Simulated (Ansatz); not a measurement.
# HfO2: the cost of one run

The runs shown are made with Ansatz 0.2.0. PAW datasets, plane waves. The cell comes from a prototype generator: it can be a known phase or a hypothetical one. Spin polarisation is off.

## (1) Starting point

The unstrained cell was relaxed with r2SCAN; in each strained cell the atoms were relaxed again with r2SCAN. Names of k-points are those of the unstrained zone, where strain can split equivalent points. First state: +2.0 % strain along z alone.

Space group P4_2/mnm (No. 136), tetragonal; conventional cell a = 4.838 Å, c = 3.284 Å, 12.81 Å³ an atom. Around Hf lie 6 O at 2.09–2.11 Å; around O lie 3 Hf at 2.09–2.11 Å.

The structure in full:

```xyz
6
Lattice="4.8383 0.0000 0.0000 0.0000 4.8383 0.0000 0.0000 0.0000 3.2844" Properties=species:S:1:pos:R:3 pbc="T T T"
Hf    0.0000    0.0000    0.0000
Hf    2.4191    2.4191    1.6422
O     1.4811    1.4811    0.0000
O     0.9380    3.9003    1.6422
O     3.9003    0.9380    1.6422
O     3.3572    3.3572    0.0000
```

From earlier runs on the unstrained cell: PBE 3.98 eV, r2SCAN 4.53 eV, HSE06 5.63 eV, r2SCAN+SOC 4.52 eV; a = 4.838 Å, c = 3.220 Å.

## (2) +2.0 % strain along z alone: PBE

Contents of input.yaml:

```yaml
crystal:
  lattice:
    - [4.8382821842, 0.0, 0.0]
    - [0.0, 4.8382821842, 0.0]
    - [0.0, 0.0, 3.28441021]
  atoms:
    - { symbol: Hf, position: [0.0, 0.0, 0.0] }
    - { symbol: Hf, position: [0.5, 0.5, 0.5] }
    - { symbol: O, position: [0.3061259012, 0.3061259012, 0.0] }
    - { symbol: O, position: [0.1938740988, 0.8061259012, 0.5] }
    - { symbol: O, position: [0.8061259012, 0.1938740988, 0.5] }
    - { symbol: O, position: [0.6938740988, 0.6938740988, 0.0] }
kpoints:
  mp_grid: { grid: [6, 6, 8] }
  band_path:
    path:
      - [0.0, 0.0, 0.0]
      - [0.0, 0.5, 0.0]
      - [0.5, 0.5, 0.0]
      - [0.0, 0.0, 0.5]
      - [0.0, 0.5, 0.5]
      - [0.5, 0.5, 0.5]
    npoints: 1
hamiltonian:
  xc: pbe
scf:
  occupations: { method: fermi_dirac, width: 0.02 }
  n_extra_bands: 5
output:
  forces: true
  stress: true
  eigenvalues: true
```

Launch:

```
ansatz run input.yaml --threads 2 --pin off --max-ram 29491MiB --backend cpu --events-out ev --progress --plain --runs-dir out
```

What time and memory should one allow on 2 threads of AMD EPYC 7R13 (Zen 3), shared host?

About 3.6 s, with a peak of 0.56 GiB.
